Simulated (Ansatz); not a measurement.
An added N started as a split pair with a N atom in zincblende AlN, 65 atoms, charge +1

All numbers come from Ansatz (PAW, plane waves, no spin–orbit coupling) at the single k point (¼, ¼, ¼) without its symmetry partners. The atoms were relaxed with PBEsol in a fixed cell; other functionals are single points on those atoms unless said otherwise. The valence top and gap of the host come from its small cell on a dense mesh, with the band extrema sought between the mesh points, lined up by the mean potential, PBEsol gap 3.19 eV, HSE06 gap 4.55 eV. The charge correction uses an assumed dielectric constant of 8.5.

Cell: a = 8.755 Å, b = 8.755 Å, c = 8.755 Å, α = 90.00°, β = 90.00°, γ = 90.00°.

Nearest atoms after relaxation, from the placed atom (for vacancies from the middle of the vacant sites): N at 1.29 Å, Al at 1.96 Å, Al at 1.97 Å, Al at 1.97 Å, N at 2.76 Å, N at 2.76 Å, N at 2.80 Å, Al at 2.85 Å.

Chemical potentials μ are those of reference phases of the elements at zero temperature by the same functional (the usual solids, diamond for C, grey Sn, and the molecules H2, N2, O2, F2, Cl2, Br2 and S8).

```csv
functional,E(defect) − E(host) − Σ nμ + q·E_VBM (eV),monopole (eV),alignment (eV),formation energy at E_F = VBM (eV),moment (μB),"wall time, shared host"
PBEsol,3.18,0.27,0.01,3.46,0 (no spin),50 s on 7 threads of Neoverse-V2 (relaxation)
```

Q: Estimate the formation energy and moment that HSE06 gives on these atoms.

A: 3.29 eV at E_F = VBM (3.00 eV before the monopole term 0.27 eV and the alignment 0.02 eV), moment 0 (no spin).

Q: How does the monopole term follow by hand for this cubic cell?

A: q²·α·e²/(4πε₀)/(2εL) with the Madelung constant α = 2.837 and e²/4πε₀ = 14.40 eV·Å: 1 × 2.837 × 14.40 / (2 × 8.5 × 8.755) = 0.27 eV.

HSE06 one-electron levels near the gap (the ten most localised at most), from the host's valence top, not corrected for the charge's images:

```
level (eV)  spin  filling  atoms sharing it  element of the atom with most weight
     -0.17  both     2.00              32.3                                spread
     -0.17  both     2.00              32.9                                spread
     -0.14  both     2.00              34.5                                spread
     -0.03  both     2.00              37.7                                spread
     -0.03  both     2.00              38.6                                spread
      0.92  both     2.00               5.2                                     N
      2.76  both     0.00               3.6                                     N
```

All elements are taken at their own reference at once; growth conditions in equilibrium with the host shift these energies, by up to the host's formation enthalpy.

One k point and a cell of this size can leave errors of several tenths of an eV in such numbers.
